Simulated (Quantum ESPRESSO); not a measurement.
Pt under changes of volume

One of the cells (15.904 Å³/atom); the others are scaled copies at fixed shape and fractional positions:

```xyz
1
Lattice="-1.5842 1.5842 1.5842 1.5842 -1.5842 1.5842 1.5842 1.5842 -1.5842" Properties=species:S:1:pos:R:3 pbc="T T T"
Pt    0.0000    0.0000    0.0000
```

This isn't the form of Pt at room conditions, which is fcc.

| Property | Result |
| --- | --- |
| Program | Quantum ESPRESSO 7.5 |
| Functional | LDA |
| Potentials or basis | GBRV 1.5 LDA |
| Cutoff | 612 eV |
| Density cutoff | 4898 eV |
| k mesh | 12 × 12 × 12 |
| Occupations | fermi-dirac, width 0.05 eV |
| Spin | no spin polarisation |

```tsv
volume (Å³/atom)	energy over the lowest point (meV/atom)	pressure (GPa)
14.950	0.00	-1.8
15.268	8.29	-7.6
15.586	27.45	-12.7
15.904	?	?
16.222	92.76	-20.9
16.540	136.73	-24.3
16.858	186.90	-27.1
```

Problem. What does the run at 15.904 Å³/atom give?

Solution. Energy over the lowest point 55.99 meV/atom; pressure -17.1 GPa.

Worked out: A Birch-Murnaghan fit of order 3 (a polynomial in V^(-2/3)) to the other rows has its minimum at 14.89 Å³/atom, just outside them, with B0 = V·E''(V) = 299 GPa and B' = 5.3. It gives 55.99 meV/atom at 15.904 Å³/atom, against the run's 55.99, and -dE/dV = -16.6 GPa, against -17.1.

Energies are extrapolated to zero smearing.
